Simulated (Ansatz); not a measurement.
TiC:

```
Ti C
1.0
     0.00000    2.16572    2.16572
     2.16572    0.00000    2.16572
     2.16572    2.16572    0.00000
Ti C
1 1
Cartesian
  0.0000 0.0000 0.0000
  2.1657 2.1657 2.1657
```

The cell is a database's computed one.

Base run:

| Property | Result |
| --- | --- |
| Program | Ansatz 0.2.0 |
| Functional | BLYP |
| Potentials or basis | all-electron LAPW, scalar-relativistic |
| Cutoff | 312 eV |
| Density cutoff | 1246 eV |
| Basis error allowed | 0.001 eV/atom |
| k mesh | 11 × 11 × 11 |
| Occupations | fermi-dirac, width 0.05 eV |
| Spin | no spin polarisation |

Its results: pressure 8.4 GPa.

**Question.** The run is repeated on the same cell with these changes: functional from BLYP to LDA. What comes out?

**Answer.** Pressure -12.5 GPa.

LDA binds more tightly than BLYP, so the same cell stands under less pressure.

Not every run made on this cell is shown here.
